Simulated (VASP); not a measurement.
# Hf (P6_3/mmc) in VASP: notebook

The runs below take Hf through single point, with PBEsol, r2SCAN.

Program: VASP 6.6.1. These are calculated values, not measurements. Logs are shortened: lines on timing, memory, paths and dates and some standing lists are left out, and cuts for length are marked.

**1. The crystal as given**

It takes space group P6_3/mmc (No. 194, hexagonal). The conventional cell has a = 3.158 Å, b = 3.158 Å, c = 4.988 Å, α = 90.00°, β = 90.00°, γ = 120.00°. Hf (site symmetry -6m2) has 12 Hf at 3.09 to 3.16 Å as nearest neighbours.

**2. Single point, PBEsol**

File INCAR:

```
PREC = Accurate
ENCUT = 520
EDIFF = 1E-7
ISMEAR = 0
SIGMA = 0.5
LREAL = False
LASPH = True
NELM = 80
ALGO = Normal
ISIF = 2
LWAVE = False
LCHARG = False
GGA = PS
```

File KPOINTS:

```
regular mesh
0
Gamma
  15 15 8
```

File POSCAR:

```
Hf
1.0
    3.1578800000      0.0000000000      0.0000000000
   -1.5789400000      2.7348000000      0.0000000000
    0.0000000000      0.0000000000      4.9880300000
Hf
2
Direct
    0.3333300000      0.6666700000      0.2500000000
    0.6666700000      0.3333300000      0.7500000000
```

Potentials or basis: VASP PAW PBE potentials, release 64 (Hf_pv).

On the command line:

```console
> cat potpaw_PBE.64/Hf_pv/POTCAR > POTCAR
> mpirun -np 1 vasp_std > vasp.out
```

OUTCAR:

```text
PREC = Accurate
   ENCUT = 520
   EDIFF = 1E-7
   ISMEAR = 0
   LREAL = False
   LASPH = True
   NELM = 80
   ISIF = 2
   GGA = PS

 ion  position               nearest neighbor table
   1  0.333  0.667  0.250-   2 3.09   2 3.09   2 3.09   2 3.09   2 3.09   2 3.09
   2  0.667  0.333  0.750-   1 3.09   1 3.09   1 3.09   1 3.09   1 3.09   1 3.09

  LATTYP: Found a hexagonal cell.
 ALAT       =     3.1578800000
 C/A-ratio  =     1.5795502046

  Lattice vectors:

 A1 = (   3.1578800000,   0.0000000000,   0.0000000000)
 A2 = (  -1.5789400000,   2.7348000000,   0.0000000000)
 A3 = (   0.0000000000,   0.0000000000,   4.9880300000)

Analysis of symmetry for initial positions (statically):
=====================================================================
 Subroutine PRICEL returns:
 Original cell was already a primitive cell.

 Routine SETGRP: Setting up the symmetry group for a
 hexagonal supercell.

 Subroutine GETGRP returns: Found  8 space group operations
 (whereof  4 operations were pure point group operations)
 out of a pool of 24 trial point group operations.

The static configuration has the point symmetry C_2h.
 The point group associated with its full space group is D_2h.

Analysis of symmetry for dynamics (positions and initial velocities):
=====================================================================
 Subroutine PRICEL returns:
 Original cell was already a primitive cell.

 Routine SETGRP: Setting up the symmetry group for a
 hexagonal supercell.

 Subroutine GETGRP returns: Found  8 space group operations
 (whereof  4 operations were pure point group operations)
 out of a pool of 24 trial point group operations.

The dynamic configuration has the point symmetry C_2h.
 The point group associated with its full space group is D_2h.

 Subroutine INISYM returns: Found  8 space group operations
 (whereof  4 operations are pure point group operations),
 and found     1 'primitive' translations

----------------------------------------------------------------------------------------

                                     Primitive cell

  volume of cell :      43.0775

  direct lattice vectors                    reciprocal lattice vectors
     3.157880000  0.000000000  0.000000000     0.316668144  0.182828726  0.000000000
    -1.578940000  2.734800000  0.000000000     0.000000000  0.365657452  0.000000000
     0.000000000  0.000000000  4.988030000     0.000000000  0.000000000  0.200479949

  length of vectors
     3.157880000  3.157876274  4.988030000     0.365657021  0.365657452  0.200479949
[... 93 lines left out ...]
   NUPDOWN=      -1.0000    fix difference up-down
   EMIN   =  10.00;   EMAX   =-10.00  energy-range for DOS
   EFERMI =   0.00;   METHOD = LEGACY
   ISMEAR =     0;   SIGMA  =   0.50  broadening in eV -4-tet -1-fermi 0-gaus
   EFERMI_NEDOS =   21; number of points for ismear=-14 and -15
   IALGO  =     38    algorithm
   IMIX   =      4    mixing-type and parameters
     AMIX     =   0.40;   BMIX     =  1.00
     AMIX_MAG =   1.60;   BMIX_MAG =  1.00
  volume/ion in A,a.u.               =      21.54       145.35
  Fermi-wavevector in a.u.,A,eV,Ry     =   1.267656  2.395522 21.863905  1.606952
  Thomas-Fermi vector in A             =   2.400792
   LORBIT       =      0    0 simple, 1 ext, 2 COOP (PROOUT), +10 PAW based schemes
   GGA     = PS    functional components
   LHFCALC =     F    Hartree Fock is set to
   AEXX    =    0.0000 exact exchange contribution
   IVDW    =     0    specifies the selected vdW correction
   LEPSILON=     F    determine dielectric tensor
   LRPA    =     F    only Hartree local field effects (RPA)
 non-spin polarized calculation
 Gauss-broadening in eV      SIGMA  =   0.50
  energy-cutoff  :      520.00
  volume of cell :       43.08
 maximum number of plane-waves:      1182
   NGX = 11   NGY = 11   NGZ = 19

 number of electron      19.9999996 magnetization

 Free energy of the ion-electron system (eV)
  ---------------------------------------------------
  ext. energy  EPLUGINS =         0.00000000
  ---------------------------------------------------
  free energy    TOTEN  =       -21.11270684 eV

  energy without entropy =      -20.87770686  energy(sigma->0) =      -20.99520685

 E-fermi :   4.9558     XC(G=0): -11.5651

 val. band max:        4.9353759659   @ k =   0.3333   0.2000   0.5000
 cond. band min:       4.9831765289   @ k =  -0.0667   0.0667   0.2500
 fundamental gap:      0.0478005630
 Fermi energy:         4.9558262867

 k-point     1 :       0.0000    0.0000    0.0000
  band No.  band energies     occupation
      1     -25.9648      2.00000
      2     -25.1332      2.00000
      3     -25.1332      2.00000
      4     -24.9869      2.00000
      5     -24.9869      2.00000
      6     -24.9693      2.00000
      7      -2.4940      2.00000
      8       1.1866      2.00000
      9       5.8533      0.01114
     10       6.1919      0.00047
     11       6.1919      0.00047
     12       6.5159      0.00001
     13       7.0588      0.00000
     14       7.0589      0.00000
[... 377 lines left out ...]
      1     -25.7261      2.00000
      2     -25.5582      2.00000
      3     -25.4277      2.00000
      4     -25.2683      2.00000
      5     -25.0966      2.00000
      6     -25.0663      2.00000
      7      -0.0025      2.00000
      8       2.7757      2.00000
      9       3.5162      1.99995
     10       4.2334      1.95899
     11       5.7972      0.01733
     12       6.0079      0.00292
     13       6.5415      0.00001
     14       8.6348      0.00000

 [... further k-points ...]

------------------------ aborting loop because EDIFF is reached ----------------------------------------

  FORCE on cell =-STRESS in cart. coord.  units (eV):
  Direction    XX          YY          ZZ          XY          YZ          ZX
  --------------------------------------------------------------------------------------
  -------------------------------------------------------------------------------------
  Total        0.0018624      0.0019857      0.2645447      0.0001068      0.0000000     -0.0000000
  in kB        0.0692675      0.0738522      9.8391914      0.0039706      0.0000000     -0.0000000
  external PRESSURE =       3.3274370 kB  Pullay stress =       0.0000000 kB

 VOLUME and BASIS-vectors are now :
 -----------------------------------------------------------------------------
  energy-cutoff  :      520.00
  volume of cell :       43.08
      direct lattice vectors                 reciprocal lattice vectors
     3.157880000  0.000000000  0.000000000     0.316668144  0.182828726  0.000000000
    -1.578940000  2.734800000  0.000000000     0.000000000  0.365657452  0.000000000
     0.000000000  0.000000000  4.988030000     0.000000000  0.000000000  0.200479949

 POSITION                                       TOTAL-FORCE (eV/Angst)
 -----------------------------------------------------------------------------------
     -0.00002      1.82321      1.24701         0.000048     -0.000028     -0.000000
      1.57896      0.91159      3.74102        -0.000048      0.000028      0.000000
 -----------------------------------------------------------------------------------
    total drift:                                0.000000      0.000000      0.000000

  FREE ENERGIE OF THE ION-ELECTRON SYSTEM (eV)
  ---------------------------------------------------
  free  energy   TOTEN  =       -21.1127068398 eV

  energy  without entropy=      -20.8777068623  energy(sigma->0) =      -20.99520685
```

Run time: 100 s. Hardware: 1 thread of AMD EPYC 7R13 (Zen 3), shared host; peak memory 0.26 GiB.

Results:

| Item | Value |
| --- | --- |
| Free energy | -21.1127 eV |
| Pressure | 0.3 GPa |
| Band gap on the k mesh | none (metal or under the smearing width) |

Levels at points of the mesh, in eV from the Fermi level:
| k point | band 8 | band 9 | band 10 | band 11 | band 12 | band 13 |
| --- | --- | --- | --- | --- | --- | --- |
| (0.00, 0.00, 0.00) | -3.77 | 0.90 | 1.24 | 1.24 | 1.56 | 2.10 |
| (0.00, 0.00, 0.50) | -5.40 | 0.22 | 0.22 | 1.12 | 1.12 | 1.12 |

Caveat: the PAW data sets were made with another functional, which shifts forces and pressure a little.

**3. Single point, PBEsol**

INCAR: that of step 2 with these lines changed.

```diff
@@ -1,6 +1,6 @@
 PREC = Accurate
-ENCUT = 520
+ENCUT = 900
 EDIFF = 1E-7
 ISMEAR = 0
-SIGMA = 0.5
+SIGMA = 0.1
 LREAL = False
```

KPOINTS is that of step 2.

POSCAR is that of step 2.

Potentials or basis: VASP PAW PBE potentials, release 64 (Hf_pv).

On the command line:

```console
> cat potpaw_PBE.64/Hf_pv/POTCAR > POTCAR
> mpirun -np 1 vasp_std > vasp.out
```

Wall time 3.9 min (1 thread of AMD EPYC 7R13 (Zen 3), shared host); peak memory 0.49 GiB.

The run converged. Its results:

```yaml
Free_energy: -21.0108 eV
Pressure: 0.0 GPa
Band_gap_on_the_k_mesh: none (metal or under the smearing width)
```

Levels at points of the mesh, in eV from the Fermi level:
| k point | band 7 | band 8 | band 9 | band 10 | band 11 | band 12 | band 13 | band 14 |
| --- | --- | --- | --- | --- | --- | --- | --- | --- |
| (0.00, 0.00, 0.00) | -7.52 | -3.84 | 0.82 | 1.17 | 1.17 | 1.48 | 2.03 | 2.03 |
| (0.00, 0.00, 0.50) | -5.47 | -5.47 | 0.14 | 0.14 | 1.05 | 1.05 | 1.05 | 1.05 |

Caveat: the PAW data sets were made with another functional, which shifts forces and pressure a little.

**4. Single point, r2SCAN**

File INCAR:

```
PREC = Accurate
ENCUT = 520
EDIFF = 1E-7
ISMEAR = 0
SIGMA = 0.1
LREAL = False
LASPH = True
NELM = 80
ALGO = Normal
ISIF = 2
LWAVE = False
LCHARG = False
METAGGA = R2SCAN
LMIXTAU = True
```

KPOINTS is that of step 3.

POSCAR is that of step 3.

On the command line:

```console
> cat potpaw_PBE.64/Hf_pv/POTCAR > POTCAR
> mpirun -np 1 vasp_std > vasp.out
```

It took 16 min on 1 thread of AMD EPYC 7R13 (Zen 3), shared host; peak memory 0.27 GiB.

Results (log left out):

```yaml
Free_energy: -90.2906 eV
Pressure: 3.8 GPa
Band_gap_on_the_k_mesh: none (metal or under the smearing width)
```

Stress tensor (GPa, compression positive):
```
3.87 0.00 0.00
0.00 3.87 0.00
0.00 0.00 3.54
```

Levels at points of the mesh, in eV from the Fermi level:
```tsv
k point	band 7	band 8	band 9	band 10	band 11	band 12	band 13	band 14
(0.00, 0.00, 0.00)	-7.89	-3.98	0.55	1.33	1.33	1.67	2.25	2.25
(0.00, 0.00, 0.50)	-5.75	-5.75	0.14	0.14	1.22	1.22	1.22	1.22
```

Caveat: the PAW data sets were made with another functional, which shifts forces and pressure a little.

**5. Summary**

| level | cutoff (eV) | smearing | gap on the mesh (eV) | pressure (GPa) |
| --- | --- | --- | --- | --- |
| PBEsol | 520 | gaussian 0.5 eV | none | 0.3 |
| PBEsol | 900 | gaussian 0.1 eV | none | 0.0 |
| r2SCAN | 520 | gaussian 0.1 eV | none | 3.8 |

Alike in all rows: task single point; potentials or basis VASP PAW PBE potentials, release 64 (Hf_pv); no spin polarisation; cell as given; k mesh 15 × 15 × 8.

Every run on the cell as given and a fine mesh finds a metal. The pressure there spans 0.0 GPa (PBEsol) to 3.8 GPa (r2SCAN); a positive pressure means that this level wants a larger cell, a negative one a smaller.

Caveats: the PAW data sets were made with another functional, which shifts forces and pressure a little.

Absolute energies hang on the potentials; compare differences alone.
